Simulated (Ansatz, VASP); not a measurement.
**Ta: VASP beside Ansatz**

```
CELL_PARAMETERS angstrom
2.90037 0.00000 0.00000
-1.45019 2.51180 0.00000
0.00000 0.00000 5.16627
ATOMIC_POSITIONS crystal
Ta 0.33333 0.66667 0.25000
Ta 0.66667 0.33333 0.75000
```

Alike in both runs: task relaxation of cell and atoms; functional revPBE; k mesh 11 × 11 × 5; occupations fermi-dirac, width 0.05 eV; no spin polarisation.

|  | VASP | Ansatz |
| --- | --- | --- |
| version | VASP 6.6.1 | Ansatz 0.2.0 |
| potentials or method | VASP PAW PBE potentials, release 64 (Ta_pv), cutoff 600 eV | all-electron LAPW, scalar-relativistic |

Ansatz gave:

```
relaxed volume (Å³/atom)                                     : 18.96
relaxed cell length with the largest relative difference (Å) : 2.905
```

Estimate VASP's values.

relaxed volume (Å³/atom): 18.97; relaxed cell length with the largest relative difference (Å): 2.905.

Ansatz ran all-electron here, so the differences hold the error of VASP's frozen core and of both bases.

Caveats: the PAW data sets were made with another functional, which shifts forces and pressure a little (VASP). Spin-orbit coupling is left out, which matters for the levels of Ta.
